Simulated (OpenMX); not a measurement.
The system is Ni.

```xyz
1
Lattice="0.0000 1.7376 1.7376 1.7376 0.0000 1.7376 1.7376 1.7376 0.0000" Properties=species:S:1:pos:R:3 pbc="T T T"
Ni    0.0000    0.0000    0.0000
```

Base run:

| Item | Value |
| --- | --- |
| Program | OpenMX 3.8.5 |
| Functional | PBE |
| Potentials or basis | OpenMX 2013 PBE set, Ni6.0H-s3p2d2f1, grid cutoff 500 Ry |
| k mesh | 13 × 13 × 13 |
| Occupations | fermi-dirac, width 0.05 eV |
| Spin | collinear spin, ferromagnetic start |
| Starting moments | [1.0] μB |

Its results: pressure 11.9 GPa; net moment 0.62 μB per cell; site moments Ni +0.62 μB.

**Question.** The run is repeated on the same cell with these changes: potentials or basis from OpenMX 2013 PBE set, Ni6.0H-s3p2d2f1, grid cutoff 500 Ry to OpenMX 2013 PBE set, Ni6.0H-s2p2d1, grid cutoff 500 Ry. What comes out?

**Answer.** Pressure 24.0 GPa; net moment 0.61 μB per cell; site moments Ni +0.61 μB.

Caveats: the basis of atomic orbitals isn't converged, which shifts pressures, moduli and gaps; the transition metal has a single d function, too few for pressures, volumes and moments (some runs); so large a pressure means that the cell lies far from this level's equilibrium, or that cutoff or potentials fall short (some runs).
